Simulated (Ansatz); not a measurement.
# ZnS: band gap under strain

How does strain move the band edges of wurtzite ZnS, and do the functionals agree on it? States: -2.0 % equal strain in all directions; -1.0 % equal strain in all directions; +1.0 % equal strain in all directions.

The runs shown are made with Ansatz 0.2.0. PAW datasets, plane waves. The values are computed, spin-unpolarised, and not measurements.

## Step 1: The cell

The unstrained cell was relaxed with r2SCAN; in each strained cell the atoms were relaxed again with r2SCAN. Names of k-points are those of the unstrained zone, where strain can split equivalent points. First state: -2.0 % equal strain in all directions.

The symmetry is P6_3mc (No. 186, hexagonal); a = 3.729 Å, c = 6.119 Å in the conventional setting, 18.43 Å³ an atom. Zn has 4 S at 2.29 Å; S has 4 Zn at 2.29 Å.

As a file:

```cif
data_structure
_symmetry_space_group_name_H-M 'P 1'
_symmetry_Int_Tables_number 1
_cell_length_a 3.7293
_cell_length_b 3.7293
_cell_length_c 6.1191
_cell_angle_alpha 90.000
_cell_angle_beta 90.000
_cell_angle_gamma 120.000
_cell_volume 73.70
loop_
_atom_site_label
_atom_site_type_symbol
_atom_site_fract_x
_atom_site_fract_y
_atom_site_fract_z
_atom_site_occupancy
Zn1 Zn 0.33333 0.66667 0.00055 1
Zn2 Zn 0.66667 0.33333 0.50055 1
S1 S 0.33333 0.66667 0.37445 1
S2 S 0.66667 0.33333 0.87445 1
```

From earlier runs on the unstrained cell: PBE 2.21 eV, r2SCAN 2.78 eV, HSE06 3.44 eV; a = 3.805 Å, c = 6.244 Å.

## Step 2: -2.0 % equal strain in all directions: PBE

Input file input.yaml:

```yaml
crystal:
  lattice:
    - [3.7293418395, 0.0, 0.0]
    - [-1.8646709197, 3.2297047724, 0.0]
    - [0.0, 0.0, 6.1191132489]
  atoms:
    - { symbol: Zn, position: [0.3333333333, 0.6666666667, 0.0005512859] }
    - { symbol: Zn, position: [0.6666666667, 0.3333333333, 0.5005512859] }
    - { symbol: S, position: [0.3333333333, 0.6666666667, 0.3744487141] }
    - { symbol: S, position: [0.6666666667, 0.3333333333, 0.8744487141] }
kpoints:
  mp_grid: { grid: [12, 12, 4] }
  band_path:
    path:
      - [0.0, 0.0, 0.0]
      - [0.5, 0.0, 0.0]
      - [0.3333333333, 0.3333333333, 0.0]
      - [0.0, 0.0, 0.5]
      - [0.5, 0.0, 0.5]
      - [0.3333333333, 0.3333333333, 0.5]
    npoints: 1
hamiltonian:
  xc: pbe
scf:
  occupations: { method: fermi_dirac, width: 0.02 }
  n_extra_bands: 5
output:
  forces: true
  stress: true
  eigenvalues: true
```

The run is started by

```console
$ ansatz run input.yaml --threads 2 --pin off --max-ram 29491MiB --backend cpu --events-out ev --progress --plain --runs-dir out
```

The runs that follow: -2.0 % equal strain in all directions: r2SCAN; -2.0 % equal strain in all directions: HSE06; -2.0 % equal strain in all directions: r2SCAN; -1.0 % equal strain in all directions: PBE; -1.0 % equal strain in all directions: r2SCAN; -1.0 % equal strain in all directions: HSE06; -1.0 % equal strain in all directions: r2SCAN; +1.0 % equal strain in all directions: PBE; +1.0 % equal strain in all directions: r2SCAN; +1.0 % equal strain in all directions: HSE06; +1.0 % equal strain in all directions: r2SCAN.

Q: Predict the outcome of this session.

As calculated:

Least gap in eV (negative: overlap), with the change from the unstrained cell in brackets:

```
                                state  volume change (%)           PBE        r2SCAN         HSE06
-2.0 % equal strain in all directions               -5.9  2.49 (+0.28)  3.07 (+0.29)  3.74 (+0.30)
-1.0 % equal strain in all directions               -3.0  2.35 (+0.14)  2.92 (+0.14)  3.59 (+0.15)
+1.0 % equal strain in all directions               +3.0  2.08 (-0.13)  2.64 (-0.14)  3.30 (-0.14)
```

**Reading.** With HSE06, of the states in the table -2.0 % equal strain in all directions shifts the gap most, by +0.297 eV. PBE and HSE06 differ by 1.23 eV on the unstrained gap, and by at most 0.02 eV on its change: PBE follows the response to strain far better than the gap itself.
